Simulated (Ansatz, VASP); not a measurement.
Two plane-wave programs on SiC (Moissanite)

Contents of INCAR:

```
SYSTEM = SiC
ALGO = Normal
EDIFF = 1E-6
ENCUT = 520
GGA = VW
ISIF = 2
ISMEAR = -1
LASPH = .True.
LCHARG = .True.
LELF = .True.
LREAL = .False.
LVHAR = .True.
LWAVE = .False.
NBANDS = 16
NELM = 60
PREC = Accurate
SIGMA = 0.05
```

Contents of KPOINTS:

```
k-points
0
Gamma
  10 10 5
  0 0 0
```

The input POSCAR:

```
SiC
1.0
    3.1363290418      0.0000000000      0.0000000000
   -1.5681645209      2.7161406248      0.0000000000
    0.0000000000      0.0000000000      5.1470055276
Si C
2 2
Direct
    0.6666666667      0.3333333333      0.5000000000
    0.3333333333      0.6666666667      0.0000000000
    0.6666666667      0.3333333333      0.8850000000
    0.3333333333      0.6666666667      0.3850000000
```

Contents of input.yaml:

```yaml
crystal:
  lattice:
    - [3.1363290418, 0.0, 0.0]
    - [-1.5681645209, 2.7161406248, 0.0]
    - [0.0, 0.0, 5.1470055276]
  atoms:
    - { symbol: Si, position: [0.6666666667, 0.3333333333, 0.5] }
    - { symbol: Si, position: [0.3333333333, 0.6666666667, 0.0] }
    - { symbol: C, position: [0.6666666667, 0.3333333333, 0.885] }
    - { symbol: C, position: [0.3333333333, 0.6666666667, 0.385] }
hamiltonian:
  xc: { exchange: slater, correlation: vwn5 }
  pseudopotentials: { kind: paw }
kpoints:
  mp_grid: { grid: [10, 10, 5] }
scf:
  occupations: { method: fermi_dirac, width: 0.05 }
output:
  forces: true
  stress: true
  eigenvalues: true
```

Alike in both runs: task single point; functional SVWN5; k mesh 10 × 10 × 5; occupations fermi-dirac, width 0.05 eV; no spin polarisation.

|  | VASP | Ansatz |
| --- | --- | --- |
| version | VASP 6.6.1 | Ansatz 0.2.0 |
| potentials or method | VASP PAW PBE potentials, release 64 (Si, C) | Ansatz PAW |
| plane-wave cutoff (eV) | 520 | 420 |
| valence electrons in the cell | 16 | 16 |

|  | VASP | Ansatz | Ansatz less VASP |
| --- | --- | --- | --- |
| gap on the k mesh at the Fermi level (eV) | 2.39 | 2.39 | +0.001 |
| least direct gap on the mesh (eV) | 3.87 | 3.86 | -0.006 |
| pressure (GPa) | -14.1 | -15.2 | -1.09 |
| largest component of the traceless stress (GPa) | 1.52 | 1.41 | -0.110 |
| rms of the force components (eV/Å) | 0.378 | 0.373 | -0.0058 |

Atom by atom the forces differ by 0.006 eV/Å (rms over components). The functional is the same, so the differences come from potentials, cutoffs and numerics.

Caveats: the PAW data sets were made with another functional, which shifts forces and pressure a little (VASP); an odd mesh through Γ misses points on the zone boundary, where band edges often lie (VASP); odd divisions of the mesh miss points on the zone boundary, where band edges often lie, so the gap on the mesh can be too wide (Ansatz); the pressure holds a Pulay correction of +0.4 GPa for the finite cutoff (Ansatz); the PAW data sets come from PBE, with cores solved anew for the run's functional, which leaves a small shift of forces and pressure (Ansatz).
